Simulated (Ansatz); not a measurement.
H started in the widest void in diamond, 65 atoms, charge −1

Method: Ansatz 0.2.0, DFT, PBEsol, PAW, plane waves.

Command:

```sh
ansatz run in.yaml --threads 8 --pin off --max-ram 17100MiB --runs-dir r --events-out ev --progress --plain
```

The input less its lattice and atoms:

```yaml
crystal:
  symmetry: { detect: false }
kpoints:
  mp_grid: { grid: [1, 1, 1], shift: [0.25, 0.25, 0.25] }
hamiltonian:
  xc: pbesol
total_charge: -1
scf:
  occupations: { method: fermi_dirac, width: 0.01 }
relax:
  f_tol: 0.03
  max_steps: 80
  escape_saddle: false
  adjacent_minimum: "off"
output:
  forces: true
  eigenvalues: true
  populations: true
  charged_corrections: { epsilon: 5.7 }
```

Start:

```xyz
65
Lattice="7.1076 0.0000 0.0000 0.0000 7.1076 0.0000 0.0000 0.0000 7.1076" Properties=species:S:1:pos:R:3 pbc="T T T"
C     7.1044    0.0111    0.0150
C     0.0044    7.1000    3.6012
C     0.0009    3.5830    0.0174
C     7.0988    3.5549    3.5501
C     3.4933    0.0154    0.0111
C     3.5193    0.0272    3.5376
C     3.5550    3.5846    0.0183
C     3.5814    3.5462    3.5313
C     0.8833    0.8914    0.9207
C     0.8873    0.8982    4.4448
C     0.8773    4.4204    0.8967
C     0.8758    4.3994    4.4375
C     4.4474    0.8700    0.9009
C     4.4118    0.8814    4.4530
C     4.3974    4.4272    0.9214
C     4.4363    4.4224    4.4361
C     1.7814    1.7858    7.0424
C     1.7855    1.7546    3.5746
C     1.7926    5.3440    0.0344
C     1.7583    5.3242    3.5783
C     5.3242    1.7557    0.0014
C     5.3594    1.7556    3.5465
C     5.3485    5.3503    7.0971
C     5.3763    5.3109    3.5493
C     2.6820    2.6713    0.9026
C     2.6671    2.6878    4.4601
C     2.6438    6.2298    0.8731
C     2.6545    6.2273    4.4423
C     6.2453    2.6406    0.9060
C     6.2247    2.6833    4.4186
C     6.1860    6.2185    0.9008
C     6.2110    6.2164    4.4462
C     1.8021    7.0918    1.7947
C     1.7669    0.0103    5.3538
C     1.7679    3.5675    1.7739
C     1.7998    3.5651    5.3622
C     5.3262    7.1065    1.7761
C     5.3605    7.0955    5.3730
C     5.3166    3.5239    1.7794
C     5.3171    3.5190    5.3394
C     2.6588    0.8951    2.6821
C     2.6838    0.8788    6.2207
C     2.6500    4.4577    2.6797
C     2.6509    4.4804    6.1835
C     6.1948    0.8761    2.6426
C     6.2170    0.8862    6.2105
C     6.2246    4.4448    2.6638
C     6.2079    4.4480    6.2199
C     7.1010    1.7572    1.7821
C     0.0340    1.7827    5.3251
C     7.1060    5.3832    1.7740
C     0.0172    5.3572    5.3339
C     3.5863    1.7490    1.7787
C     3.5427    1.8060    5.3091
C     3.5687    5.3111    1.7688
C     3.5505    5.3490    5.3229
C     0.9142    2.6486    2.6430
C     0.8930    2.6439    6.2324
C     0.8810    6.2255    2.6810
C     0.8591    6.2270    6.2194
C     4.4383    2.6831    2.6448
C     4.4309    2.6494    6.2007
C     4.4068    6.2157    2.6564
C     4.4002    6.2148    6.2597
H     2.6537    2.6964    2.6649
```

Steps:

| step | energy less the first (eV) | largest force component (eV/Å) |
| --- | --- | --- |
| start | 0.000 | 3.313 |
| 1 | -1.718 | 1.398 |
| 2 | -2.174 | 0.262 |
| 3 | -2.184 | 0.099 |
| 4 | -2.186 | 0.118 |
| 5 | -2.192 | 0.140 |
| 6 | -2.194 | 0.087 |
| 7 | -2.195 | 0.030 |
| 8 | -2.195 | 0.010 |

A structure on the way, about -2.19 eV from the start:

```
C H
1.0
     7.10761    0.00000    0.00000
     0.00000    7.10761    0.00000
     0.00000    0.00000    7.10761
C H
64 1
Direct
  0.99973 0.00018 0.00059
  0.99938 0.99982 0.50066
  0.99940 0.50021 0.00023
  0.99778 0.50008 0.50048
  0.49976 0.99979 0.00020
  0.49962 0.99824 0.50048
  0.49963 0.50006 0.99865
  0.49675 0.49721 0.49764
  0.12534 0.12570 0.12616
  0.12307 0.12343 0.62889
  0.12307 0.62848 0.12387
  0.12444 0.62520 0.62567
  0.62796 0.12347 0.12391
  0.62475 0.12487 0.62560
  0.62480 0.62516 0.12534
  0.62554 0.62594 0.62639
  0.24975 0.25011 0.99976
  0.25225 0.25264 0.49810
  0.24886 0.75025 0.00044
  0.24914 0.75131 0.49996
  0.74986 0.24930 0.00045
  0.75089 0.24959 0.49994
  0.74942 0.74983 0.00027
  0.74948 0.74990 0.50011
  0.37547 0.37577 0.12222
  0.37411 0.37460 0.63047
  0.37487 0.87547 0.12522
  0.37457 0.87520 0.62594
  0.87505 0.37527 0.12522
  0.87478 0.37502 0.62596
  0.87478 0.87525 0.12596
  0.87461 0.87502 0.62494
  0.24976 0.99930 0.25059
  0.24885 0.00003 0.75070
  0.25219 0.49769 0.25304
  0.24916 0.49949 0.75179
  0.74986 0.00001 0.24973
  0.74944 0.99980 0.75027
  0.75087 0.49952 0.25004
  0.74948 0.49965 0.75034
  0.37549 0.12179 0.37615
  0.37485 0.12480 0.87585
  0.37412 0.63003 0.37501
  0.37460 0.62556 0.87565
  0.87508 0.12478 0.37570
  0.87484 0.12558 0.87561
  0.87477 0.62554 0.37544
  0.87458 0.62450 0.87546
  0.99889 0.25017 0.25060
  0.99963 0.24930 0.75069
  0.99962 0.75029 0.24970
  0.99940 0.74984 0.75027
  0.49778 0.25215 0.25256
  0.49907 0.24958 0.75173
  0.49906 0.75132 0.25000
  0.49923 0.74990 0.75031
  0.12121 0.37585 0.37627
  0.12437 0.37530 0.87593
  0.12439 0.87547 0.37574
  0.12513 0.87522 0.87565
  0.62954 0.37447 0.37492
  0.62510 0.37499 0.87564
  0.62513 0.87520 0.37546
  0.62408 0.87501 0.87546
  0.37326 0.37428 0.37471
```

End:

```xyz
65
Lattice="7.1076 0.0000 0.0000 0.0000 7.1076 0.0000 0.0000 0.0000 7.1076" Properties=species:S:1:pos:R:3 pbc="T T T"
C     7.1058    0.0011    0.0042
C     7.1042    7.1072    3.5591
C     7.1041    3.5560    0.0025
C     7.0907    3.5540    3.5570
C     3.5530    7.1071    0.0025
C     3.5510    7.0935    3.5570
C     3.5510    3.5539    7.0967
C     3.5503    3.5534    3.5565
C     0.8902    0.8930    0.8961
C     0.8741    0.8771    4.4717
C     0.8742    4.4686    0.8802
C     0.8846    4.4433    4.4463
C     4.4657    0.8771    0.8801
C     4.4403    0.8875    4.4463
C     4.4403    4.4432    0.8906
C     4.4467    4.4498    4.4528
C     1.7747    1.7776    7.1038
C     1.7989    1.8021    3.5327
C     1.7685    5.3322    0.0037
C     1.7714    5.3383    3.5542
C     5.3292    1.7714    0.0037
C     5.3354    1.7743    3.5541
C     5.3269    5.3299    0.0024
C     5.3287    5.3317    3.5539
C     2.6674    2.6703    0.8631
C     2.6645    2.6677    4.4749
C     2.6639    6.2213    0.8903
C     2.6622    6.2204    4.4495
C     6.2184    2.6669    0.8903
C     6.2175    2.6652    4.4494
C     6.2177    6.2206    0.8958
C     6.2171    6.2201    4.4421
C     1.7747    7.1007    1.7806
C     1.7685    0.0007    5.3352
C     1.7984    3.5302    1.8045
C     1.7713    3.5511    5.3413
C     5.3293    0.0006    1.7745
C     5.3269    7.1069    5.3329
C     5.3354    3.5510    1.7774
C     5.3287    3.5509    5.3348
C     2.6675    0.8598    2.6733
C     2.6639    0.8872    6.2244
C     2.6645    4.4718    2.6706
C     2.6622    4.4464    6.2234
C     6.2185    0.8872    2.6699
C     6.2177    0.8927    6.2237
C     6.2174    4.4463    2.6682
C     6.2171    4.4390    6.2231
C     7.0979    1.7776    1.7807
C     7.1053    1.7714    5.3352
C     7.1053    5.3321    1.7745
C     7.1040    5.3299    5.3330
C     3.5271    1.8014    1.8045
C     3.5480    1.7743    5.3413
C     3.5481    5.3383    1.7774
C     3.5478    5.3317    5.3348
C     0.8570    2.6706    2.6734
C     0.8843    2.6669    6.2243
C     0.8843    6.2214    2.6700
C     0.8898    6.2207    6.2238
C     4.4689    2.6675    2.6705
C     4.4434    2.6652    6.2235
C     4.4434    6.2203    2.6683
C     4.4360    6.2201    6.2231
H     2.6322    2.6355    2.6393
```

The calculation finished and met its thresholds.

Time: 11 s of wall time on a shared host.

**Question.** How much energy did the relaxation gain, and which atom moved most?

**Answer.** 2.20 eV in 8 steps, from a start with small random displacements (neighbours that lie too close to an added atom are first pushed off); atom 53 (C) moved 0.08 Å, the median atom 0.03 Å (drift of the whole cell removed).

The one k point has no symmetry partners, which can distort the end along one axis.
